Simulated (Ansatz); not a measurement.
CuO (Tenorite):

```
CELL_PARAMETERS angstrom
2.34465 -1.71340 0.00000
2.34465 1.71340 0.00000
-0.86055 0.00000 5.05944
ATOMIC_POSITIONS crystal
Cu 0.49680 0.00320 0.50000
Cu 0.00320 0.49680 0.00000
O 0.40560 0.57140 0.75370
O 0.57140 0.40560 0.25370
```

Base run:

* Program: Ansatz 0.2.0
* Functional: PBEsol
* Potentials or basis: all-electron LAPW, scalar-relativistic
* Cutoff: 426 eV (chosen from the basis error)
* Basis error allowed: 0.002 eV/atom
* k mesh: 10 × 10 × 5
* Occupations: fermi-dirac, width 0.05 eV
* Spin: no spin polarisation
* Hubbard terms: Cu d U = 4 eV

Its results: band gap on the k mesh none (metal or under the smearing width); pressure -0.8 GPa; largest force 0.779 eV/Å.

The run is repeated on the same cell with these changes: hubbard terms from Cu d U = 4 eV to Cu d U = 6 eV. What comes out?

Band gap on the k mesh none (metal or under the smearing width); pressure 0.4 GPa; largest force 0.807 eV/Å.

Caveats: U is the effective U less J, on atomic orbitals that reach past the spheres; the run has no spin polarisation, though such a crystal can be magnetic; U without spin polarisation on a metal has little footing.
